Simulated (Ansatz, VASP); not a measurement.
Al: VASP beside Ansatz

```
Al
1.0
     2.85055    0.00000    0.00000
    -1.42527    2.46865    0.00000
     0.00000    0.00000    4.63714
Al
2
Cartesian
  0.0000 1.6458 1.1593
  1.4253 0.8229 3.4779
```

Alike in both runs: task single point; functional PBEsol; k mesh 18 × 18 × 10; occupations gaussian, width 0.1 eV; no spin polarisation.

```csv
,VASP,Ansatz
version,VASP 6.6.1,Ansatz 0.2.0
potentials or method,"VASP PAW PBE potentials, release 64 (Al), cutoff 520 eV","scalar-relativistic, all-electron LAPW"
```

|  | VASP | Ansatz | Ansatz less VASP |
| --- | --- | --- | --- |
| gap on the k mesh at the Fermi level (eV) | none | none | - |
| pressure (GPa) | 0.0 | 0.0 | -0.05 |

A gap of «none» marks a metal or a gap that the smearing closes. Ansatz ran all-electron here, so the differences hold the error of VASP's frozen core and of both bases.

Caveats: the PAW data sets were made with another functional, which shifts forces and pressure a little (VASP).
